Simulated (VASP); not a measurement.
Here is a VASP 6.6.1 calculation.

INCAR

```
SYSTEM = NaH
PREC = Accurate
ENCUT = 900
EDIFF = 1E-8
ISMEAR = 0
SIGMA = 0.02
LREAL = .False.
LASPH = .True.
NELM = 100
ALGO = Normal
ISIF = 2
LWAVE = .False.
LCHARG = .False.
GGA = PE
NBANDS = 11
ADDGRID = .False.
```

KPOINTS

```
Automatic mesh
0
Gamma
  8 8 8
  0 0 0
```

Contents of POSCAR:

```
NaH
1.0
    0.0000000000      2.4400000000      2.4400000000
    2.4400000000      0.0000000000      2.4400000000
    2.4400000000      2.4400000000      0.0000000000
Na H
1 1
Direct
    0.0000000000      0.0000000000      0.0000000000
    0.5000000000      0.5000000000      0.5000000000
```

Potentials or basis: VASP PAW PBE potentials, release 64 (Na_pv, H).

Launch:

```console
$ cat potpaw_PBE.64/Na_pv/POTCAR potpaw_PBE.64/H/POTCAR > POTCAR
$ mpirun -np 1 vasp_std > vasp.out
```

(1) Estimate the band gap on the k mesh.

(2) Predict the pressure.

Results:

(1) 3.71 eV, indirect (least direct gap 4.55 eV).

(2) -0.6 GPa.
